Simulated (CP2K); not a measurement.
Crystal: CoO.

```
Co O
1.0
     3.16379    0.00000    0.00000
     1.54099    2.76314    0.00000
     1.54099    0.90503    2.61072
Co O
1 1
Direct
  0.99898 0.99898 0.99898
  0.75102 0.75102 0.75102
```

Measurements of this composition are mostly on another form, of space group No. 225.

Program: CP2K 2026.2. Alike in all runs: task single point; spin collinear, ferromagnetic start; cell as given; k mesh 10 × 10 × 10.

Question: Order these runs on this cell by their pressure, lowest first.
A. level RPBE; potentials or basis POTENTIAL_UZH Co GTH-PBE-q17, O GTH-PBE-q6; TZVP-MOLOPT-PBE-GTH basis; smearing gaussian 0.1 eV; NGRIDS 5
B. level PBE; potentials or basis POTENTIAL_UZH Co GTH-PBE-q17, O GTH-PBE-q6; TZVP-MOLOPT-PBE-GTH basis; smearing gaussian 0.05 eV; NGRIDS 5
C. level LDA; potentials or basis GTH_POTENTIALS Co GTH-PADE-q17, O GTH-PADE-q6; TZVP-MOLOPT-PBE-GTH basis; smearing gaussian 0.1 eV; NGRIDS 4

Answer: C (-13.1 GPa), B (3.1 GPa), A (8.2 GPa).

Caveats: the basis of atomic orbitals isn't converged, which shifts pressures, moduli and gaps; the total moment is fixed, so each spin has its own Fermi level; a cell with one magnetic atom can't hold antiferromagnetic order, which such compounds often take; the potentials were made for another functional, which shifts forces and pressure (some runs).
